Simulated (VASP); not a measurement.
Runs of VASP 6.6.1 on Sn. It takes space group Im-3m (No. 229, cubic). Conventional cell: a = 3.827 Å, b = 3.827 Å, c = 3.827 Å, α = 90.00°, β = 90.00°, γ = 90.00°. Sn (site symmetry m-3m) is surrounded by 8 Sn at 3.31 Å. The cell was built by a generator and needn't be a form met in nature.

```tsv
level	cell	k mesh	gap on the mesh (eV)	pressure (GPa)
PBE	Im-3m, 28.02 Å³/atom	8 × 8 × 8	none	0.0
PBE	Im-3m, 27.05 Å³/atom	8 × 8 × 8	none	1.2
PBE	Im-3m, 27.28 Å³/atom	8 × 8 × 8	none	(a)
r2SCAN	Im-3m, 27.11 Å³/atom	16 × 16 × 16	none	0.0
```

Alike in all rows: task single point; potentials or basis VASP PAW PBE potentials, release 64 (Sn_d); no spin polarisation; cutoff (eV) 520; smearing gaussian 0.05 eV.

Fill in the values left out.

(a) 0.9.

Caveats: the PAW data sets were made with another functional, which shifts forces and pressure a little (some runs).

A k mesh can miss the band edges, and the runs leave out spin-orbit coupling on Sn.

A gap of «none» marks a metal or a gap under the smearing width.
